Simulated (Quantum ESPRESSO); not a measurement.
The system is ZnS.

```
Zn S
1.0
     0.00000    2.70200    2.70200
     2.70200    0.00000    2.70200
     2.70200    2.70200    0.00000
Zn S
1 1
Direct
  0.75000 0.75000 0.75000
  0.00000 0.00000 0.00000
```

```yaml
Program: Quantum ESPRESSO 7.5
Task: phonons
Functional: PBE
Potentials_or_basis: SG15 PBE 1.2
Cutoff: 952 eV
Density_cutoff: 3810 eV
k_mesh: 6 × 6 × 6, shifted
Occupations: fermi-dirac, width 0.05 eV
Spin: no spin polarisation
Mixing_beta: 0.5
Most_SCF_iterations: 120
SCF_threshold: 4e-10 Ry
```

The first run showed a gap, so the response started from a second, tighter run with fixed occupations.

The run gives a transverse optical frequency of 273 cm⁻¹, an electronic dielectric constant of 5.94 and Born charges of ±2.00 e.

Task: What are the longitudinal frequency and the static dielectric constant?

Result: The longitudinal mode lies at 337 cm⁻¹, 64 cm⁻¹ over the transverse one, and the static constant is 9.05. The two agree with the Lyddane-Sachs-Teller relation: (337/273)² = 1.52 and 9.05/5.94 = 1.52.
